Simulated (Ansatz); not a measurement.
Runs of Ansatz 0.2.0 on TiSe. It takes space group F-43m (No. 216, cubic). The conventional cell has a = 6.206 Å, b = 6.206 Å, c = 6.206 Å, α = 90.00°, β = 90.00°, γ = 90.00°. Ti (site symmetry -43m) is surrounded by 4 Se at 2.69 Å. Se (site symmetry -43m) is surrounded by 4 Ti at 2.69 Å. The cell comes from a database or a generator and needn't be the stable form of this composition.

```csv
spin,U,fixed moment (μB),gap on the mesh (eV),pressure (GPa),moment (μB)
"collinear, random start",Ti d U = 4 eV,-,1.64,-1.5,2.00
"collinear, ferromagnetic start",Ti d U = 4 eV,-,1.64,-1.5,2.00
"collinear, random start",Ti d U = 2 eV,-,(a),-3.8,2.00
"collinear, ferromagnetic start",Ti d U = 2 eV,3,-,-3.1,3.00
```

Alike in all rows: task single point; level PBEsol+U; potentials or basis Ansatz PAW; cell as given; k mesh 5 × 5 × 5; cutoff (eV) 420; smearing gaussian 0.05 eV.

Question: Estimate the missing entries.

Answer: (a) 0.80.

Caveats: the magnetic or orbital state may not be the lowest; the PAW data sets come from PBE, with cores solved anew for the run's functional, which leaves a small shift of forces and pressure; odd divisions of the mesh miss points on the zone boundary, where band edges often lie, so the gap on the mesh can be too wide (some runs); the total moment is fixed, so each spin has its own Fermi level (some runs); the thresholds are loose for stress (some runs).

A k mesh can miss the band edges, and the runs leave out spin-orbit coupling on Se.

Runs at the PBE level aren't shown here.
